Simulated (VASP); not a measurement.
Calculation: PBE GGA, VASP's PBE PAW potentials (set 64) (plane waves; VASP).

VASP ran on this input.

**INCAR**
```
GGA = PE
NELM = 100   ! most electronic steps
SIGMA = 0.05   ! width (eV)
ENCUT = 520   ! plane-wave cut-off (eV)
LASPH = T   ! aspherical one-centre terms
LREAL = F   ! projection in real space or not
LMAXMIX = 4   ! l cut-off of mixed one-centre charges
PREC = Accurate
ISMEAR = 0
ALGO = Normal   ! blocked Davidson
SYSTEM = ZrO2
LCHARG = F
LWAVE = T
EDIFF = 1E-6
```

POSCAR:
```
ZrO2
5.1183980
  0.0000000000   0.5000000337   0.5000000337
  0.5000000337   0.0000000000   0.5000000337
  0.5000000337   0.5000000337   0.0000000000
Zr O
1 2
Cart
  0.0000000000   0.0000000000   0.0000000000
  0.2500000169   0.2500000169   0.2500000169
  0.7500000506   0.7500000506   0.7500000506
```

### KPOINTS
```
Automatic mesh
0
Gamma
6 6 6
0 0 0
```

POTCAR, in this order: Zr_sv O (PBE.64 set). Program: vasp_std.

Output of the run:

File OUTCAR:
```
 ion  position               nearest neighbor table
   1  0.000  0.000  0.000-   2 2.22   3 2.22   3 2.22   3 2.22   3 2.22   2 2.22   2 2.22   2 2.22
  LATTYP: Found a face centered cubic cell.
 ALAT       =     5.1183983454
 Subroutine PRICEL returns:
 Original cell was already a primitive cell.
 Subroutine GETGRP returns: Found 48 space group operations
The static configuration has the point symmetry O_h .
The dynamic configuration has the point symmetry O_h .
 Subroutine INISYM returns: Found 48 space group operations
 Subroutine IBZKPT returns following result:
 Found     16 irreducible k-points:

 Following reciprocal coordinates:
            Coordinates               Weight
  0.000000  0.000000  0.000000      1.000000
  0.166667  0.000000  0.000000      8.000000
  0.333333  0.000000  0.000000      8.000000
  0.500000  0.000000  0.000000      4.000000
  0.166667  0.166667  0.000000      6.000000
  0.333333  0.166667  0.000000     24.000000
  0.500000  0.166667  0.000000     24.000000
 -0.333333  0.166667  0.000000     24.000000
 -0.166667  0.166667  0.000000     12.000000
  0.333333  0.333333  0.000000      6.000000
  0.500000  0.333333  0.000000     24.000000
 -0.333333  0.333333  0.000000     12.000000
  0.500000  0.500000  0.000000      3.000000
  0.500000  0.333333  0.166667     24.000000
 -0.333333  0.333333  0.166667     24.000000
 -0.333333  0.500000  0.166667     12.000000
   k-points           NKPTS =     16   k-points in BZ     NKDIM =     16   number of bands    NBANDS=     16
   number of dos      NEDOS =    301   number of ions     NIONS =      3
   total plane-waves  NPLWV =  21952
   dimension x,y,z NGX =    28 NGY =   28 NGZ =   28
   dimension x,y,z NGXF=    56 NGYF=   56 NGZF=   56
   ions per type =               1   2
   PREC   = accura    normal or accurate (medium, high low for compatibility)
   ISTART =      0    job   : 0-new  1-cont  2-samecut
   ICHARG =      2    charge: 1-file 2-atom 10-const
...
```

File OSZICAR:
```
       N       E                     dE             d eps       ncg     rms          rms(c)
DAV:   1     0.184870922658E+03    0.18487E+03   -0.14568E+04   512   0.153E+03
DAV:   2    -0.274442621207E+02   -0.21232E+03   -0.20871E+03   656   0.388E+02
DAV:   3    -0.347409657487E+02   -0.72967E+01   -0.72908E+01   768   0.718E+01
DAV:   4    -0.349516339213E+02   -0.21067E+00   -0.21064E+00   752   0.839E+00
DAV:   5    -0.349534489798E+02   -0.18151E-02   -0.18151E-02   688   0.683E-01    0.240E+01
DAV:   6    -0.286489637946E+02    0.63045E+01   -0.36737E+01   560   0.467E+01    0.956E+00
DAV:   7    -0.285954511990E+02    0.53513E-01   -0.14506E+00   736   0.984E+00    0.594E+00
DAV:   8    -0.285660674054E+02    0.29384E-01   -0.16585E-01   648   0.432E+00    0.463E-01
DAV:   9    -0.285671118192E+02   -0.10444E-02   -0.15051E-02   696   0.878E-01    0.314E-01
DAV:  10    -0.285682685560E+02   -0.11567E-02   -0.51502E-03   648   0.715E-01    0.140E-01
DAV:  11    -0.285682873757E+02   -0.18820E-04   -0.17404E-03   664   0.334E-01    0.129E-01
DAV:  12    -0.285682305240E+02    0.56852E-04   -0.32823E-04   544   0.142E-01    0.631E-03
DAV:  13    -0.285682322898E+02   -0.17658E-05   -0.16334E-05   672   0.293E-02    0.541E-03
DAV:  14    -0.285682324506E+02   -0.16085E-06   -0.26933E-06   536   0.110E-02
   1 F= -.28568232E+02 E0= -.28568232E+02  d E =-.176329E-17
```

OUTCAR:
```
------------------------ aborting loop because EDIFF is reached ----------------------------------------
  FORCE on cell =-STRESS in cart. coord.  units (eV):
  Direction    XX          YY          ZZ          XY          YZ          ZX
  --------------------------------------------------------------------------------------
  Total       -0.0140340     -0.0140340     -0.0140340      0.0000000      0.0000000      0.0000000
  in kB       -0.6707337     -0.6707337     -0.6707337      0.0000000      0.0000000      0.0000000
  external PRESSURE =      -0.6707337 kB  Pullay stress =       0.0000000 kB
  volume of cell :       33.52
      direct lattice vectors                 reciprocal lattice vectors
     0.000000000  2.559199173  2.559199173    -0.195373617  0.195373617  0.195373617
     2.559199173  0.000000000  2.559199173     0.195373617 -0.195373617  0.195373617
     2.559199173  2.559199173  0.000000000     0.195373617  0.195373617 -0.195373617
 POSITION                                       TOTAL-FORCE (eV/Angst)
 -----------------------------------------------------------------------------------
      0.00000      0.00000      0.00000         0.000000     -0.000000      0.000000
      1.27960      1.27960      1.27960         0.000000     -0.000000     -0.000000
      3.83880      3.83880      3.83880        -0.000000      0.000000      0.000000
 -----------------------------------------------------------------------------------
    total drift:                                0.000000      0.000000      0.000000
  FREE ENERGIE OF THE ION-ELECTRON SYSTEM (eV)
  ---------------------------------------------------
  free  energy   TOTEN  =       -28.5682324506 eV

  energy  without entropy=      -28.5682324506  energy(sigma->0) =      -28.56823245
```
(Selected blocks of OUTCAR.)

The compound is ZrO2 in the fluorite structure, the high-temperature cubic form, which is unstable at 0 K; the monoclinic form is the stable one. It was relaxed first.
